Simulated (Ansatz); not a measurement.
**NaF: frozen-core PAW against all-electron methods**

```
Na F
1.0
    -0.02323    2.31168    2.31168
     2.31168   -0.02323    2.31168
     2.31168    2.31168   -0.02323
Na F
1 1
Cartesian
  0.0000 0.0000 0.0000
  2.3001 2.3001 2.3001
```

Atoms are numbered in the order listed.

The geometry is COD entry 9007459, unchecked; take it as a test cell. The listed cell was then made from it by scaling, straining or moving an atom.

Levels of theory: DFT, LDA, PAW with Ansatz's default frozen-core files, scalar-relativistic (Ansatz 0.2.0); DFT, LDA, all-electron PAW with datasets made for the crystal, scalar-relativistic (Ansatz 0.2.0); DFT, LDA, all-electron LAPW, scalar-relativistic (Ansatz 0.2.0).

For PAW: a Γ-centred 10×10×10 k mesh, Fermi–Dirac smearing of 0.02 eV, cutoff 420 eV, no spin polarisation; the PAW files were made with PBE, and the program remakes their frozen cores for this functional. The crystal-made all-electron datasets (AE datasets) take a cutoff of 280 eV at this cell. LAPW targets a basis error of 0.5 meV/atom. The Ansatz runs share mesh, smearing and spin set-up. Plane-wave (PAW) pressures include the program's estimate of the Pulay term.

Stress and pressure are positive in compression.

The change that made this cell: equal xy, yz and zx engineering shear strains of -1 %.

```json
{"quantity": "pressure (GPa)", "PAW": "-4.64", "AE datasets": "-4.61", "LAPW": "-4.61"}
{"quantity": "stress yz (GPa)", "PAW": "0.28", "AE datasets": "0.28", "LAPW": "0.28"}
{"quantity": "stress xz (GPa)", "PAW": "0.28", "AE datasets": "0.28", "LAPW": "0.28"}
{"quantity": "stress xy (GPa)", "PAW": "0.28", "AE datasets": "0.28", "LAPW": "0.28"}
{"quantity": "band gap (eV)", "PAW": "5.907", "AE datasets": "5.895", "LAPW": "5.895"}
{"quantity": "field gradient Vzz at Na1 (10²¹ V/m²)", "PAW": "0.08", "AE datasets": "0.08", "LAPW": "–"}
{"quantity": "field gradient Vzz at F2 (10²¹ V/m²)", "PAW": "-0.15", "AE datasets": "-0.14", "LAPW": "–"}
```

PAW's pressure differs from the LAPW value by -0.03 GPa. Datasets made for the crystal and LAPW share parts of one code, so their agreement isn't an independent check.
